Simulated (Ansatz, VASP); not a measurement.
Ag in VASP and in Ansatz

```
Ag
1.0
     2.87687    0.00000    0.00000
    -1.43843    2.49144    0.00000
     0.00000    0.00000    9.36828
Ag
4
Direct
  0.33333 0.66667 0.25000
  0.66667 0.33333 0.75000
  0.00000 0.00000 0.00000
  0.00000 0.00000 0.50000
```

Alike in both runs: functional PBE; k mesh 18 × 18 × 4; occupations gaussian, width 0.1 eV; no spin polarisation.

Ansatz relaxed the structure, and its values are those at the end. VASP's run is a single point on that final structure, the one shown.

|  | VASP | Ansatz |
| --- | --- | --- |
| version | VASP 6.6.1 | Ansatz 0.2.0 |
| potentials or method | VASP PAW PBE potentials, release 64 (Ag) | scalar-relativistic, plane waves, PAW |
| plane-wave cutoff (eV) | 520 | 420 |
| valence electrons in the cell | 44 | 76 |

VASP gave:

- gap on the k mesh at the Fermi level (eV): none
- pressure (GPa): 6.5

Question: Which values does Ansatz return?

Answer: gap on the k mesh at the Fermi level (eV): none; pressure (GPa): 6.7.

A gap of «none» marks a metal or a gap that the smearing closes. The functional is the same, so the differences come from potentials, cutoffs and numerics. The two sets of potentials don't hold the same shells in valence.
